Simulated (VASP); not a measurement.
Set up this calculation in VASP 6.6.1, as the native input.

| Item | Value |
| --- | --- |
| Task | relaxation of cell and atoms |
| Functional | revPBE |
| Potentials or basis | VASP PAW PBE potentials, release 64 (Tl_d) |
| Cutoff | 600 eV |
| k mesh | 10 × 10 × 10 |
| Occupations | fermi-dirac, width 0.1 eV |
| Spin | no spin polarisation |
| Dipole correction | no |
| Further INCAR settings | ALGO = Fast; EDIFF = 1e-06; IBRION = 2; EDIFFG = -0.01; NSW = 80; ISIF = 3 |

The structure of Tl lies in POSCAR:

```
Tl
1.0
    3.1168762379      0.0000000000      0.0000000000
    0.0000000000      3.1168762379      0.0000000000
    0.0000000000      0.0000000000      3.1168762379
Tl
1
Direct
    0.0000000000      0.0000000000      0.0000000000
```

The cell was built by a generator and needn't be a form met in nature.

These files were run (other wordings do the same):

INCAR

```
SYSTEM = Tl
  PREC = Accurate
  ENCUT = 600
  EDIFF = 1E-6
  ISMEAR = -1
  SIGMA = 0.1
  LREAL = .FALSE.
  LASPH = .TRUE.
  NELM = 100
  ALGO = Fast
  ISIF = 3
  LWAVE = .FALSE.
  LCHARG = .FALSE.
  GGA = RE
  IBRION = 2
  NSW = 80
  EDIFFG = -0.01
```

KPOINTS

```
regular mesh
0
G
  10 10 10
  0 0 0
```

Potentials or basis: VASP PAW PBE potentials, release 64 (Tl_d).

Launch:

```bash
$ cat potpaw_PBE.64/Tl_d/POTCAR > POTCAR
$ mpirun -np 1 vasp_std > vasp.out
```

Results of the run:

```json
{
  "Relaxed volume": "36.19 Å³/atom",
  "Relaxed cell": "a = 3.308 Å, b = 3.308 Å, c = 3.308 Å, α = 90.00°, β = 90.00°, γ = 90.00°",
  "Space group after relaxing (to 0.05 Å)": "Pm-3m (No. 221)",
  "Energy gained by relaxing": "76.7 meV/atom",
  "Ionic steps": "4",
  "Pressure after relaxing": "0.0 GPa",
  "Band gap on the k mesh": "none (metal or under the smearing width)"
}
```

Caveat: the volume moved by over 15 % at a fixed basis, so the end points are rough; the PAW data sets were made with another functional, which shifts forces and pressure a little.

Run time: 27 s on 1 thread of AMD EPYC 9R45 96-Core Processor (Zen 5), with other jobs on the host, peak memory 0.15 GiB.
